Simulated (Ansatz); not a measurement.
## Ru under changes of volume

One of the cells (13.575 Å³/atom); the others are scaled copies at fixed shape and fractional positions:

```
Ru
1.0
     2.70580    0.00000    0.00000
    -1.35290    2.34329    0.00000
     0.00000    0.00000    4.28190
Ru
2
Direct
  0.66667 0.33333 0.75000
  0.33333 0.66667 0.25000
```

| Quantity | Value |
| --- | --- |
| Program | Ansatz 0.2.0 |
| Functional | PBEsol |
| Potentials or basis | all-electron LAPW, scalar-relativistic |
| Cutoff | 301 eV (chosen from the basis error) |
| Basis error allowed | 0.0005 eV/atom |
| k mesh | 11 × 11 × 6 |
| Occupations | fermi-dirac, width 0.05 eV |
| Spin | no spin polarisation |

| volume (Å³/atom) | energy over the lowest point (meV/atom) | pressure (GPa) |
| --- | --- | --- |
| 12.760 | 27.62 | 16.6 |
| 13.032 | ? | ? |
| 13.303 | 0.00 | 0.5 |
| 13.575 | 5.08 | -6.2 |
| 13.846 | 20.91 | -12.2 |
| 14.118 | 46.28 | -17.5 |
| 14.389 | 80.12 | -22.2 |

What does the run at 13.032 Å³/atom give?

Energy over the lowest point 7.01 meV/atom; pressure 8.1 GPa.

Worked out: A Birch-Murnaghan fit of order 3 (a polynomial in V^(-2/3)) to the other rows has its minimum at 13.32 Å³/atom with B0 = V·E''(V) = 347 GPa and B' = 4.8 at fixed shape and positions, which overstates the stiffness. It gives 6.99 meV/atom at 13.032 Å³/atom, against the run's 7.01, and -dE/dV = 8.0 GPa, against 8.1.

Energies are extrapolated to zero smearing.

The runs don't all hold the same shells in valence.
